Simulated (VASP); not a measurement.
**VASP 6.6.1 run: HgSe**

INCAR

```
NBANDS = 16
GGA = PS
ENCUT = 600
EDIFFG = -5E-3
LCHARG = .FALSE.
AMIX = 2
NELM = 76
ISMEAR = -1
LASPH = .TRUE.
IMIX = 1
NSW = 30
LWAVE = .FALSE.
LREAL = .FALSE.
BMIX = 0.0001
IBRION = 2
PREC = Accurate
ISIF = 3
EDIFF = 1E-7
SIGMA = 0.02
```

KPOINTS

```
KPOINTS created by Atomic Simulation Environment
0
Gamma
6 6 6
0 0 0
```

POSCAR

```
Hg Se
 1.0000000000000000
    -0.0000000000000000    3.1297067988566041    3.1297067988566041
     3.1297067988566045    0.0000000000000000    3.1297067988566041
     3.1297067988566045    3.1297067988566041    0.0000000000000000
 Hg  Se
   1   1
Cartesian
  0.0000000000000000 -0.0000000000000000  0.0000000000000000
  1.5648533994283023  1.5648533994283020  1.5648533994283020
```

The recommended PBE PAW datasets give the neutral cell 18 valence electrons.

Command

```
mpirun -np 1 vasp_std
```

OSZICAR

```
N       E                     dE             d eps       ncg     rms          rms(c)
DAV:   1     0.118767997512E+03    0.11877E+03   -0.90613E+03   512   0.112E+03
DAV:   2    -0.365309446193E+00   -0.11913E+03   -0.11050E+03   584   0.244E+02
DAV:   3    -0.506546324444E+01   -0.47002E+01   -0.46872E+01   640   0.507E+01
DAV:   4    -0.508659571972E+01   -0.21132E-01   -0.21131E-01   640   0.345E+00
DAV:   5    -0.508670924932E+01   -0.11353E-03   -0.11353E-03   664   0.228E-01    0.637E+00
DAV:   6    -0.100848251536E+02   -0.49981E+01   -0.19605E+01   688   0.629E+01    0.150E+01
DAV:   7    -0.141019585799E+03   -0.13093E+03   -0.54062E+02   864   0.220E+02    0.671E+01
DAV:   8    -0.350108974010E+04   -0.33601E+04   -0.26486E+04   896   0.888E+02    0.321E+03
DAV:   9    -0.120853848893E+05   -0.85843E+04   -0.77051E+04   792   0.184E+03    0.643E+03
DAV:  10    -0.257029680709E+05   -0.13618E+05   -0.12443E+05  1024   0.108E+03    0.101E+04
DAV:  11    -0.453388154754E+05   -0.19636E+05   -0.18155E+05   840   0.317E+03    0.138E+04
DAV:  12    -0.701845407614E+05   -0.24846E+05   -0.22937E+05  1024   0.182E+03    0.176E+04
```

Standard output (part)

```
POSCAR found type information on POSCAR HgSe
 POSCAR found :  2 types and       2 ions
 LDA part: xc-table for (Slater+PW92), standard interpolation
 POSCAR, INCAR and KPOINTS ok, starting setup
 WAVECAR not read
 entering main loop
|     EEEEEEE  RRRRRR   RRRRRR   OOOOOOO  RRRRRR      ###     ###     ###     |
|     E        R     R  R     R  O     O  R     R     ###     ###     ###     |
|     E        R     R  R     R  O     O  R     R     ###     ###     ###     |
|     EEEEE    RRRRRR   RRRRRR   O     O  RRRRRR       #       #       #      |
|     E        R    R   R    R   O     O  R    R      ###     ###     ###     |
|     EEEEEEE  R     R  R     R  OOOOOOO  R     R     ###     ###     ###     |
|     ERROR FEXCP: supplied Exchange-correletion table                        |
|      is too small, maximal index : 4476                                     |
|       ---->  I REFUSE TO CONTINUE WITH THIS SICK JOB ... BYE!!! <----       |
```

VASP stopped with an error.

Q: Find the fault in these files.

A: Mixing far too strong. VASP stopped with an error.
